Six crystals share the wurtzite structure, in which every atom has four neighbours of the other kind. How far can they be named from two numbers, the shortest distance between atoms and the PBE band gap?

Wurtzite structure, space group P6_3mc (186); members of the prototype with metals and non-metals on like sites, sites A = 2 atoms, B = 2 atoms. Kohn-Sham band levels at fixed atoms. Ansatz 0.2.0, plane-wave PAW, no spin polarisation, cells relaxed with r2SCAN; functional for the bands PBE; cutoff 420 eV; smearing width 0.02 eV. In all rows the PBE gap is direct, with the conduction bottom at Gamma. Candidates: ZnS, CdS, ZnO, CdSe, GaN, AlN.

| row | band gap, PBE (eV) |
| --- | --- |
| A | 4.232 |
| B | 0.808 |
| C | 1.173 |
| D | 1.934 |
| E | 0.612 |
| F | 2.213 |

The table shows only the gaps. The shortest distances in the same rows are 1.888 (A), 1.970 (B), 2.545 (C), 1.945 (D), 2.655 (E) and 2.333 Å (F).

Each number needs something to be held against. For the distance $d$, the simplest picture is that of touching ions,

$$d \approx r_\text{cation} + r_\text{anion}.$$

The radii used here are rough recalled values: 0.39 (Al), 0.47 (Ga), 0.60 (Zn) and 0.78 Å (Cd), with 1.5 (N), 1.4 (O), 1.8 (S) and 2.0 Å (Se). For CdS they give $0.78 + 1.8 = 2.58$ Å. The gaps can be held against measured ones, also roughly recalled. PBE usually gives too small a gap, so the measured value serves as a ceiling.

| candidate | sum of radii (Å) | measured gap, rough (eV) |
|---|---|---|
| AlN | 1.89 | 6.2 |
| GaN | 1.97 | 3.5 |
| ZnO | 2.00 | 3.4 |
| ZnS | 2.40 | 3.8 |
| CdS | 2.58 | 2.5 |
| CdSe | 2.78 | 1.8 |

**Row A.** Its gap of 4.232 eV lies above the ceiling of every candidate but AlN; the next highest ceiling is that of ZnS, at 3.8 eV. The row also has the shortest distance, which suits the smallest cation in the list. Both clues agree, and the assignment to AlN is sure.

**Row B.** Here the gap misleads. It is the second smallest of the six, and in a ranking by measured gaps the second place from below belongs to CdS. But the atoms are only 1.970 Å apart, about 0.6 Å less than the ions of CdS need. The row must be a nitride or an oxide, and since AlN is taken, it is GaN or ZnO. That choice has to wait for row D.

**Row C, with E and F.** In these three rows the distance jumps to 2.3 Å and more, so the anion has at least one more filled shell than N or O. That leaves ZnS, CdS and CdSe. The distance grows from F to C to E, and the sums of radii grow from ZnS to CdS to CdSe. The gap falls along the same sequence, as the measured gaps do.

Row E shows why the order is a better guide than a single value. Its 2.655 Å is closer to the sum for CdS than to that for CdSe, so taken alone it would be misnamed. The rounding of the radii may account for part of this. Another likely reason is that the large, soft Se ion shares its electrons with Cd, which draws the atoms closer than rigid ions would sit. Row C, however, has to be placed too, and with the same cation the selenide must have the longer bond. So F is ZnS, C is CdS and E is CdSe, and these three are sure.

**Row D, and back to B.** GaN and ZnO remain for two rows whose distances differ by 0.025 Å. The radii do make ZnO the longer one, which would be row B, but a difference so small is beyond what such a crude sum can settle. The measured gaps do not help either, because they are almost equal. If B is ZnO, PBE falls short by 2.6 eV there and by 1.6 eV in GaN; if the names are exchanged, the shortfalls are 2.7 eV for GaN and 1.5 eV for ZnO. One of the two compounds is described much worse than the other, and the numbers alone do not tell which.

Here one has to know how PBE fails. Zn and Ga both carry a filled 3d shell, whose levels lie below the valence top formed mainly by the p orbitals of the anion. At a site with four neighbours, d and p levels can mix, and two levels that mix push each other apart: the d level goes down, the valence top goes up, and the gap shrinks. The push is stronger the closer the two levels lie.

PBE leaves part of an electron's repulsion with itself uncorrected, and this raises compact d levels too far. In Zn they end up close below the O 2p levels, and the push is exaggerated. Ga has one more proton, which binds its 3d shell much more deeply and keeps it at a distance from the N 2p levels. PBE also places the conduction bottom of ZnO too low. The compound with the badly collapsed gap should therefore be ZnO, which is row B. This is established theory and is not tested here, since the positions of the d levels are not among the printed results.

The shape of the cell offers a clue that does not depend on the gap. The ratio of height to edge, $c/a$, is 1.611 in row B and 1.629 in row D, against 1.633 for ideal tetrahedra. Real ZnO is known to be flatter than GaN, which again points to B as ZnO. The pair is thus assigned with good reason, but less firmly than the other four rows.

The rows with their labels:

| formula | element on site A | Z A | element on site B | Z B | valence electrons | volume per atom (Å³) | shortest distance (Å) | k mesh | band gap, PBE (eV) |
| --- | --- | --- | --- | --- | --- | --- | --- | --- | --- |
| AlN | Al | 13 | N | 7 | 8 | 10.40 | 1.888 | 12×12×6 | 4.232 |
| ZnO | Zn | 30 | O | 8 | 18 | 11.81 | 1.970 | 12×12×6 | 0.808 |
| ZnS | Zn | 30 | S | 16 | 18 | 19.58 | 2.333 | 12×12×4 | 2.213 |
| GaN | Ga | 31 | N | 7 | 8 | 11.37 | 1.945 | 12×12×6 | 1.934 |
| CdS | Cd | 48 | S | 16 | 18 | 25.41 | 2.545 | 12×12×4 | 1.173 |
| CdSe | Cd | 48 | Se | 34 | 18 | 28.87 | 2.655 | 12×12×4 | 0.612 |

The labels confirm all six names. The column of valence electrons is a count by group number: the 8 of GaN leaves out the filled 3d shell of Ga, which the calculation does include, so that it treats 18 electrons per formula unit there, as in ZnO. The sums of radii, in which no parameter was adjusted to the table, put every distance in the right order and miss by 0.06 Å (root mean square), most of all for CdSe. That is more than twice the difference between GaN and ZnO, so the sums were no safe guide between these two, even though their order came out right. The printed analysis below lists the misses and the gap comparisons.

**ZnO against CdS.** PBE puts the gap of ZnO 0.37 eV below that of CdS, while the measured gaps have ZnO higher by roughly 0.9 eV. The order is reversed because ZnO keeps only about a quarter of its measured gap and CdS nearly half. This matters in thin-film solar cells, where both compounds serve as layers that light has to cross. Chosen by this column, CdS would look like the more transparent of the two, and in reality it is ZnO.

**From AlN to GaN.** With the names known, one can ask why the gaps differ. Replacing Al by Ga lengthens the bond by only 0.057 Å, yet the gap drops by 2.3 eV. As a test of length alone, suppose that the whole gap followed the coupling between neighbouring orbitals, which falls roughly as $1/d^2$:

$$4.232\ \text{eV} \times \left(\frac{1.888}{1.945}\right)^2 \approx 3.99\ \text{eV}.$$

This is a drop of 0.24 eV, about a tenth of the computed one. The estimate is crude and may well be too small, for a reason given with the next pair.

Still, for so small a change of length, the larger part most likely comes from the atoms themselves. The conduction bottom at Gamma has much cation s character, so it follows the s level of the metal. Between Al and Ga the nucleus gains eighteen protons, and the ten 3d electrons among the added ones screen it poorly. The Ga 4s electron therefore feels a stronger pull than its place further down the group suggests. Its level lies deeper than Al 3s and takes the conduction bottom down with it. The 3d shell of Ga, which Al lacks, is also expected to push the valence top up a little, even from its greater depth.

**From ZnS to CdS.** Here the bond grows by 0.212 Å and the gap falls by 1.04 eV. Per ångström this is about 5 eV, against 40 eV from AlN to GaN, so length is a far more plausible main cause in this step. The conduction bottom is antibonding between cation and anion, and it sinks when the atoms move apart. The $1/d^2$ estimate yields only a third of the fall, but it treats the gap as proportional to one coupling. In truth the gap is a difference between two band edges, each with its own dependence on length. The table does not separate the share of length from that of the atomic levels.

**From CdS to CdSe.** The metal stays the same and the gap falls by another 0.56 eV. The bond is longer again, which lowers the conduction bottom, and the Se 4p level lies higher than S 3p, which raises the valence top. Both changes close the gap. Spin-orbit coupling, left out here, would raise the valence top of the selenide further and take off roughly another 0.1 eV.

For a related compound, then, the first question is which atom changes. A new metal acts mainly through its s level and the bond length, and a heavier anion through a higher p level and a longer bond. ZnO and ZnS show where this rule breaks down: from oxide to sulfide the bond grows by 0.363 Å, and yet the PBE gap rises by 1.4 eV. The measured gaps rise too, by about 0.4 eV, so the exception is real, and PBE exaggerates it by about 1 eV through the same error that gave row B away. Part of the reason is expected to be the 3d shell of Zn once more: the O 2p levels lie deeper than S 3p and thus nearer to the d levels, so the valence top is pushed up more in the oxide.

Numerical output:

```
Bond length from radii (Å) and cell shape:
   row  computed  estimate   miss    c/a
   AlN     1.888      1.89  0.002  1.603
   ZnO      1.97         2   0.03  1.611
   ZnS     2.333       2.4  0.067  1.641
   GaN     1.945      1.97  0.025  1.629
   CdS     2.545      2.58  0.035  1.624
  CdSe     2.655      2.78  0.125   1.63
Gaps (eV):
   row    PBE  recalled measured  shortfall  PBE over measured
   AlN  4.232                6.2      1.968             0.6826
   ZnO  0.808                3.4      2.592             0.2376
   ZnS  2.213                3.8      1.587             0.5824
   GaN  1.934                3.5      1.566             0.5526
   CdS  1.173                2.5      1.327             0.4692
  CdSe  0.612                1.8      1.188               0.34
ideal c/a of wurtzite: 1.633
rank correlation of estimated and computed bond: 1
rms miss of the radius sum (Å): 0.06174
bond of ZnO less that of GaN (Å): 0.025
rank correlation of PBE and recalled measured gaps: 0.9429
shortfall of ZnO if it had the gap of the GaN row (eV): 1.466
shortfall of GaN if it had the gap of the ZnO row (eV): 2.692
PBE gap of ZnO less that of CdS (eV): -0.365
bond step AlN to GaN (Å): 0.057
gap step AlN to GaN (eV): -2.298
same gap step by inverse-square length scaling (eV): -0.2444
bond step ZnS to CdS (Å): 0.212
gap step ZnS to CdS (eV): -1.04
same gap step ZnS to CdS by length scaling (eV): -0.3533
bond step CdS to CdSe (Å): 0.11
gap step CdS to CdSe (eV): -0.561
same gap step CdS to CdSe by length scaling (eV): -0.09518
bond step ZnO to ZnS (Å): 0.363
gap step ZnO to ZnS (eV): 1.405
```
